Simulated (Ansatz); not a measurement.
BaS in the h-MgO structure, relaxed with r2SCAN, was run in Ansatz under altered settings. All numbers are computed, without spin polarisation but where a row says otherwise.

```
Ba S
1.0
     5.38445    0.00000    0.00000
    -2.69222    4.66307    0.00000
     0.00000    0.00000    6.38170
Ba S
2 2
Direct
  0.33333 0.66667 0.25000
  0.66667 0.33333 0.75000
  0.66667 0.33333 0.25000
  0.33333 0.66667 0.75000
```

The base run's other keys:
```yaml
kpoints:
  mp_grid: { grid: [6, 6, 2] }
hamiltonian:
  xc: hse06
scf:
  occupations: { method: fixed }
  n_extra_bands: 5
```

It takes 13 iterations with 3087 plane waves at 420 eV and 14 k points, and leaves a mean stress of -0.10 GPa. The gap over this mesh is 3.483 eV.

Outcomes, with energy and stress as changes against the base:
```tsv
setting	outcome	ΔF (meV/atom)	Δ mean stress (GPa)	gap on the mesh (eV)	iterations
PBE hybrid, exx coeff 0.15, omega 0.1 1/Å	converged	–	+0.1	3.302	11
scf.exx.ecutfock_ratio: 4	converged	0.0	0.0	3.483	13
scf.occupations: methfessel_paxton 0.001	converged	0.0	0.0	3.483	13
```
A dash marks a value that wasn't obtained or can't be compared. Stress is positive in compression. The base's mesh is coarse for a hybrid, so its own values aren't converged.

- PBE hybrid, exx coeff 0.15, omega 0.1 1/Å. That is 15 % exact exchange, screened with ω = 0.1 1/Å, against HSE06's 25 % screened at 0.208 1/Å. The mean stress moves by +0.1 GPa and the gap on the mesh by -0.181 eV (to 3.302). Totals of different functionals aren't comparable. The program warns that on this mesh the truncation of the exchange isn't bounded, so part of the change can be an error of the mesh.

Within 1 meV an atom, 0.1 GPa and 0.005 eV of the base stay: scf.exx.ecutfock_ratio: 4; scf.occupations: methfessel_paxton 0.001.

Spin-orbit coupling is left out.

The program warns that its thresholds are loose for a hybrid's stress.

The meshes of the hybrids are coarse, so their gaps aren't converged to the digits shown.
